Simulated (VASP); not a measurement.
# Sc in VASP: further runs

Runs on Sc. Level: PBE. Tasks: single point.

Everything below comes from runs of VASP 6.6.1. Logs are shortened: lines on timing, memory, paths and dates and some standing lists are left out, and cuts for length are marked.

## (1) The structure

The cell holds a slab with vacuum, 5 atoms: a = 3.211 Å, b = 3.211 Å, c = 28.487 Å, α = 90.00°, β = 90.00°, γ = 120.00°.

The slab is cut from a database's or a generator's crystal, which needn't be the stable form of the element.

## (2) Single point, PBE

The input, INCAR:

```
  PREC = Accurate
  ENCUT = 650
  EDIFF = 1E-7
  ISMEAR = 1
  SIGMA = 0.1
  LREAL = False
  LASPH = True
  NELM = 120
  ALGO = Normal
  ISIF = 2
  LWAVE = False
  LCHARG = False
  LDIPOL = True
  IDIPOL = 3
  DIPOL = 0.5 0.5 0.500
  GGA = PE
  NBANDS = 40
  LVHAR = True
  LVACPOTAV = True
```

The input, KPOINTS:

```
regular mesh
0
Gamma
  15 15 1
```

The input, POSCAR:

```
Sc
1.0
    3.2109718934      0.0000000000      0.0000000000
   -1.6054859467      2.7807832305      0.0000000000
    0.0000000000      0.0000000000     28.4869902896
Sc
5
Direct
    0.6666666667      0.3333333333      0.3159336914
    0.3333333333      0.6666666667      0.4079668457
    0.0000000000      0.0000000000      0.5000000000
    0.6666666667      0.3333333333      0.5920331543
    0.3333333333      0.6666666667      0.6840663086
```

Potentials or basis: VASP PAW PBE potentials, release 64 (Sc_sv).

The run is started by

```bash
$ cat potpaw_PBE.64/Sc_sv/POTCAR > POTCAR
$ mpirun -np 1 vasp_std > vasp.out
```

OUTCAR:

```text
PREC = Accurate
   ENCUT = 650
   EDIFF = 1E-7
   ISMEAR = 1
   LREAL = False
   LASPH = True
   NELM = 120
   ISIF = 2
   GGA = PE

 Found     27 irreducible k-points:

 Following reciprocal coordinates:
            Coordinates               Weight
  0.000000  0.000000  0.000000      1.000000
  0.066667  0.000000  0.000000      6.000000
  0.133333  0.000000  0.000000      6.000000
  0.200000 -0.000000  0.000000      6.000000
  0.266667  0.000000  0.000000      6.000000
  0.333333 -0.000000  0.000000      6.000000
   k-points           NKPTS =     27   k-points in BZ     NKDIM =     27   number of bands    NBANDS=     40
   number of dos      NEDOS =    301   number of ions     NIONS =      5
   total plane-waves  NPLWV = 188160
   dimension x,y,z NGX =    28 NGY =   28 NGZ =  240
   dimension x,y,z NGXF=    56 NGYF=   56 NGZF=  480
   ions per type =               5
   NGX,Y,Z   is equivalent  to a cutoff of  14.50, 14.50, 14.01 a.u.
   NGXF,Y,Z  is equivalent  to a cutoff of  28.99, 28.99, 28.01 a.u.
 SYSTEM =  unknown system
   PREC   = accura    normal or accurate (medium, high low for compatibility)
   ISTART =      0    job   : 0-new  1-cont  2-samecut
   ICHARG =      2    charge: 1-file 2-atom 10-const
   ISPIN  =      1    spin polarized calculation?
   LNONCOLLINEAR =      F non collinear calculations
   LSORBIT =      F    spin-orbit coupling
   LASPH  =      T    aspherical Exc in radial PAW
   ENCUT  =  650.0 eV  47.77 Ry    6.91 a.u.   6.67  6.67 59.22*2*pi/ulx,y,z
   NELM   =    120;   NELMIN=  2; NELMDL= -5     # of ELM steps
   EDIFF  = 0.1E-06   stopping-criterion for ELM
   LREAL  =      F    real-space projection
   EDIFFG = 0.1E-05   stopping-criterion for IOM
   NSW    =      0    number of steps for IOM
   IBRION =     -1    ionic relax: 0-MD 1-quasi-New 2-CG
   NFREE  =      0    steps in history (QN), initial steepest desc. (CG)
   ISIF   =      2    stress and relaxation
   ISYM   =      2    0-nonsym 1-usesym 2-fastsym
   POTIM  = 0.5000    time-step for ionic-motion
   TEBEG  =    0.0;   TEEND  =   0.0 temperature during run
   PSTRESS=    0.0 pullay stress
   NELECT =      55.0000    total number of electrons
   NUPDOWN=      -1.0000    fix difference up-down
   EMIN   =  10.00;   EMAX   =-10.00  energy-range for DOS
   EFERMI =   0.00;   METHOD = LEGACY
   ISMEAR =     1;   SIGMA  =   0.10  broadening in eV -4-tet -1-fermi 0-gaus
   EFERMI_NEDOS =   21; number of points for ismear=-14 and -15
   IALGO  =     38    algorithm
   IMIX   =      4    mixing-type and parameters
     AMIX     =   0.40;   BMIX     =  1.00
     AMIX_MAG =   1.60;   BMIX_MAG =  1.00
  volume/ion in A,a.u.               =      50.87       343.30
  Fermi-wavevector in a.u.,A,eV,Ry     =   0.982605  1.856854 13.136598  0.965513
  Thomas-Fermi vector in A             =   2.113700
   LORBIT       =      0    0 simple, 1 ext, 2 COOP (PROOUT), +10 PAW based schemes
   GGA     = PE    functional components
   LHFCALC =     F    Hartree Fock is set to
   AEXX    =    0.0000 exact exchange contribution
   IVDW    =     0    specifies the selected vdW correction
   LEPSILON=     F    determine dielectric tensor
   LRPA    =     F    only Hartree local field effects (RPA)
 non-spin polarized calculation
 Methfessel and Paxton  Order N= 1 SIGMA  =   0.10
  energy-cutoff  :      650.00
  volume of cell :      254.36
 maximum number of plane-waves:      9643
 NGX is ok and might be reduce to    28
   NGX = 13   NGY = 13   NGZ =119

 dipolmoment           0.000000      0.000000      0.000000 electrons x Angstroem

 number of electron      55.0000002 magnetization

 dipolmoment           0.000000      0.000000     -0.000000 electrons x Angstroem

 Free energy of the ion-electron system (eV)
  ---------------------------------------------------
  ext. energy  EPLUGINS =         0.00000000
  ---------------------------------------------------
  free energy    TOTEN  =       -29.59642101 eV

  energy without entropy =      -29.58868010  energy(sigma->0) =      -29.59384071

 E-fermi :   0.0447     XC(G=0):  -5.3385

 val. band max:        0.0437295698   @ k =   0.2667   0.2000   0.0000
 cond. band min:       0.0562990543   @ k =   0.2000  -0.0000   0.0000
 fundamental gap:      0.0125694844
 Fermi energy:         0.0446720145

 k-point     1 :       0.0000    0.0000    0.0000
  band No.  band energies     occupation
      1     -49.6685      2.00000
      2     -49.6685      2.00000
      3     -49.2520      2.00000
      4     -49.1905      2.00000
      5     -49.1793      2.00000
      6     -28.3953      2.00000
[... 31 lines left out ...]
     38       1.7913     -0.00000
     39       1.8227     -0.00000

 k-point     2 :       0.0667    0.0000    0.0000
  band No.  band energies     occupation
      1     -49.6664      2.00000
      2     -49.6664      2.00000
      3     -49.2496      2.00000
      4     -49.1884      2.00000
      5     -49.1776      2.00000
      6     -28.3922      2.00000
[... 31 lines left out ...]
     38       1.7786     -0.00000
     39       1.8535     -0.00000

 k-point     3 :       0.1333    0.0000    0.0000
  band No.  band energies     occupation
      1     -49.6604      2.00000
      2     -49.6604      2.00000
      3     -49.2426      2.00000
      4     -49.1825      2.00000
      5     -49.1727      2.00000
      6     -28.3836      2.00000
[... 31 lines left out ...]
     38       1.8873     -0.00000
     39       1.9272     -0.00000

 k-point     4 :       0.2000   -0.0000    0.0000
  band No.  band energies     occupation
      1     -49.6517      2.00000
      2     -49.6517      2.00000
      3     -49.2322      2.00000
      4     -49.1738      2.00000
      5     -49.1657      2.00000
      6     -28.3712      2.00000
[... 31 lines left out ...]
     38       2.0712      0.00000
     39       2.1576      0.00000

 k-point     5 :       0.2667    0.0000    0.0000
  band No.  band energies     occupation
      1     -49.6416      2.00000
      2     -49.6416      2.00000
      3     -49.2201      2.00000
      4     -49.1639      2.00000
      5     -49.1577      2.00000
      6     -28.3580      2.00000
[... 31 lines left out ...]
     38       2.1423      0.00000
     39       2.2071      0.00000

 k-point     6 :       0.3333   -0.0000    0.0000
  band No.  band energies     occupation
      1     -49.6319      2.00000
      2     -49.6319      2.00000
      3     -49.2084      2.00000
      4     -49.1543      2.00000
      5     -49.1501      2.00000
      6     -28.3600      2.00000
[... 31 lines left out ...]
     38       2.3811      0.00000
     39       2.4006      0.00000

 [... further k-points ...]

 [bands above 39 left out]

------------------------ aborting loop because EDIFF is reached ----------------------------------------

  FORCE on cell =-STRESS in cart. coord.  units (eV):
  Direction    XX          YY          ZZ          XY          YZ          ZX
  --------------------------------------------------------------------------------------
  -------------------------------------------------------------------------------------
  Total        1.3631191      1.3631191      0.9347806      0.0000000     -0.0000000      0.0000000
  in kB        8.5860653      8.5860653      5.8880305      0.0000000     -0.0000000      0.0000000
  external PRESSURE =       7.6867204 kB  Pullay stress =       0.0000000 kB

 VOLUME and BASIS-vectors are now :
 -----------------------------------------------------------------------------
  energy-cutoff  :      650.00
  volume of cell :      254.36
      direct lattice vectors                 reciprocal lattice vectors
     3.210971893  0.000000000  0.000000000     0.311432187  0.179805457  0.000000000
    -1.605485947  2.780783230  0.000000000     0.000000000  0.359610914  0.000000000
     0.000000000  0.000000000 28.486990290     0.000000000  0.000000000  0.035103743

 POSITION                                       TOTAL-FORCE (eV/Angst)
 -----------------------------------------------------------------------------------
      1.60549      0.92693      9.00000        -0.000000     -0.000000      0.033234
     -0.00000      1.85386     11.62175         0.000000     -0.000000     -0.245880
      0.00000      0.00000     14.24350         0.000000      0.000000     -0.000000
      1.60549      0.92693     16.86524         0.000000      0.000000      0.245880
     -0.00000      1.85386     19.48699        -0.000000      0.000000     -0.033234
 -----------------------------------------------------------------------------------
    total drift:                                0.000000     -0.000000      0.000000

  FREE ENERGIE OF THE ION-ELECTRON SYSTEM (eV)
  ---------------------------------------------------
  free  energy   TOTEN  =       -29.5964210092 eV

  energy  without entropy=      -29.5886800990  energy(sigma->0) =      -29.59384071

 vacuum level on the upper side and lower side of the slab         3.674         3.674
```

Wall time 10 min (1 thread of Intel Xeon Platinum 8488C (Sapphire Rapids), shared host); peak memory 0.58 GiB.

These settings aren't checked as converged: the numbers below hold their error.

What came out:

* Free energy: -29.5964 eV
* Largest force: 0.246 eV/Å
* Band gap on the k mesh: none (metal or under the smearing width)
* Work function of the upper face: 3.63 eV
* Work function of the lower face: 3.63 eV

## (3) Single point, PBE

This run uses another cell than the first one, of 45.51 Å³/atom, 0.895 times its volume.

INCAR is that of step 2.

KPOINTS is that of step 2.

The input, POSCAR:

```
Sc
1.0
    3.2109718934      0.0000000000      0.0000000000
   -1.6054859467      2.7807832305      0.0000000000
    0.0000000000      0.0000000000     25.4869902896
Sc
5
Direct
    0.6666666667      0.3333333333      0.2942677780
    0.3333333333      0.6666666667      0.3971338890
    0.0000000000      0.0000000000      0.5000000000
    0.6666666667      0.3333333333      0.6028661110
    0.3333333333      0.6666666667      0.7057322220
```

Potentials or basis: VASP PAW PBE potentials, release 64 (Sc_sv).

The run is started by

```bash
$ cat potpaw_PBE.64/Sc_sv/POTCAR > POTCAR
$ mpirun -np 1 vasp_std > vasp.out
```

OUTCAR:

```text
PREC = Accurate
   ENCUT = 650
   EDIFF = 1E-7
   ISMEAR = 1
   LREAL = False
   LASPH = True
   NELM = 120
   ISIF = 2
   GGA = PE

 Found     27 irreducible k-points:

 Following reciprocal coordinates:
            Coordinates               Weight
  0.000000  0.000000  0.000000      1.000000
  0.066667 -0.000000  0.000000      6.000000
  0.133333 -0.000000  0.000000      6.000000
  0.200000 -0.000000  0.000000      6.000000
  0.266667 -0.000000  0.000000      6.000000
  0.333333 -0.000000  0.000000      6.000000
   k-points           NKPTS =     27   k-points in BZ     NKDIM =     27   number of bands    NBANDS=     40
   number of dos      NEDOS =    301   number of ions     NIONS =      5
   total plane-waves  NPLWV = 169344
   dimension x,y,z NGX =    28 NGY =   28 NGZ =  216
   dimension x,y,z NGXF=    56 NGYF=   56 NGZF=  432
   ions per type =               5
   NGX,Y,Z   is equivalent  to a cutoff of  14.50, 14.50, 14.09 a.u.
   NGXF,Y,Z  is equivalent  to a cutoff of  28.99, 28.99, 28.18 a.u.
 SYSTEM =  unknown system
   PREC   = accura    normal or accurate (medium, high low for compatibility)
   ISTART =      0    job   : 0-new  1-cont  2-samecut
   ICHARG =      2    charge: 1-file 2-atom 10-const
   ISPIN  =      1    spin polarized calculation?
   LNONCOLLINEAR =      F non collinear calculations
   LSORBIT =      F    spin-orbit coupling
   LASPH  =      T    aspherical Exc in radial PAW
   ENCUT  =  650.0 eV  47.77 Ry    6.91 a.u.   6.67  6.67 52.98*2*pi/ulx,y,z
   NELM   =    120;   NELMIN=  2; NELMDL= -5     # of ELM steps
   EDIFF  = 0.1E-06   stopping-criterion for ELM
   LREAL  =      F    real-space projection
   EDIFFG = 0.1E-05   stopping-criterion for IOM
   NSW    =      0    number of steps for IOM
   IBRION =     -1    ionic relax: 0-MD 1-quasi-New 2-CG
   NFREE  =      0    steps in history (QN), initial steepest desc. (CG)
   ISIF   =      2    stress and relaxation
   ISYM   =      2    0-nonsym 1-usesym 2-fastsym
   POTIM  = 0.5000    time-step for ionic-motion
   TEBEG  =    0.0;   TEEND  =   0.0 temperature during run
   PSTRESS=    0.0 pullay stress
   NELECT =      55.0000    total number of electrons
   NUPDOWN=      -1.0000    fix difference up-down
   EMIN   =  10.00;   EMAX   =-10.00  energy-range for DOS
   EFERMI =   0.00;   METHOD = LEGACY
   ISMEAR =     1;   SIGMA  =   0.10  broadening in eV -4-tet -1-fermi 0-gaus
   EFERMI_NEDOS =   21; number of points for ismear=-14 and -15
[... 16 lines left out ...]
  energy-cutoff  :      650.00
  volume of cell :      227.57
 maximum number of plane-waves:      8661
 NGX is ok and might be reduce to    28
   NGX = 13   NGY = 13   NGZ =105

 dipolmoment           0.000000      0.000000      0.000000 electrons x Angstroem

 number of electron      55.0000002 magnetization

 dipolmoment           0.000000      0.000000     -0.000000 electrons x Angstroem

 Free energy of the ion-electron system (eV)
  ---------------------------------------------------
  ext. energy  EPLUGINS =         0.00000000
  ---------------------------------------------------
  free energy    TOTEN  =       -29.59646804 eV

  energy without entropy =      -29.58872346  energy(sigma->0) =      -29.59388651

 E-fermi :   0.4772     XC(G=0):  -5.9569

 val. band max:        0.4762915647   @ k =   0.2667   0.2000   0.0000
 cond. band min:       0.4888479386   @ k =   0.2000  -0.0000   0.0000
 fundamental gap:      0.0125563739
 Fermi energy:         0.4772287890

 k-point     1 :       0.0000    0.0000    0.0000
  band No.  band energies     occupation
      1     -49.2359      2.00000
      2     -49.2359      2.00000
      3     -48.8195      2.00000
      4     -48.7579      2.00000
      5     -48.7467      2.00000
      6     -27.9627      2.00000
[... 241 lines left out ...]
     38       2.8136      0.00000
     39       2.8332      0.00000

 [... further k-points ...]

 [bands above 39 left out]

------------------------ aborting loop because EDIFF is reached ----------------------------------------

  FORCE on cell =-STRESS in cart. coord.  units (eV):
  Direction    XX          YY          ZZ          XY          YZ          ZX
  --------------------------------------------------------------------------------------
  -------------------------------------------------------------------------------------
  Total        1.3632787      1.3632787      0.9353338      0.0000000     -0.0000000      0.0000000
  in kB        9.5978293      9.5978293      6.5849886      0.0000000     -0.0000000      0.0000000
  external PRESSURE =       8.5935491 kB  Pullay stress =       0.0000000 kB

 VOLUME and BASIS-vectors are now :
 -----------------------------------------------------------------------------
  energy-cutoff  :      650.00
  volume of cell :      227.57
      direct lattice vectors                 reciprocal lattice vectors
     3.210971893  0.000000000  0.000000000     0.311432187  0.179805457  0.000000000
    -1.605485947  2.780783230  0.000000000     0.000000000  0.359610914  0.000000000
     0.000000000  0.000000000 25.486990290     0.000000000  0.000000000  0.039235704

 POSITION                                       TOTAL-FORCE (eV/Angst)
 -----------------------------------------------------------------------------------
      1.60549      0.92693      7.50000        -0.000000     -0.000000      0.033065
     -0.00000      1.85386     10.12175        -0.000000      0.000000     -0.246006
      0.00000      0.00000     12.74350        -0.000000      0.000000      0.000000
      1.60549      0.92693     15.36524         0.000000      0.000000      0.246006
     -0.00000      1.85386     17.98699         0.000000      0.000000     -0.033065
 -----------------------------------------------------------------------------------
    total drift:                                0.000000     -0.000000     -0.000000

  FREE ENERGIE OF THE ION-ELECTRON SYSTEM (eV)
  ---------------------------------------------------
  free  energy   TOTEN  =       -29.5964680366 eV

  energy  without entropy=      -29.5887234633  energy(sigma->0) =      -29.59388651

 vacuum level on the upper side and lower side of the slab         4.105         4.105
```

It took 8.9 min on 1 thread of Intel Xeon Platinum 8488C (Sapphire Rapids), shared host; peak memory 0.53 GiB.

These settings aren't checked as converged: the numbers below hold their error.

What came out:

| Item | Value |
| --- | --- |
| Free energy | -29.5965 eV |
| Largest force | 0.246 eV/Å |
| Band gap on the k mesh | none (metal or under the smearing width) |
| Work function of the upper face | 3.63 eV |
| Work function of the lower face | 3.63 eV |

(Part 1 of 2 ends here.)
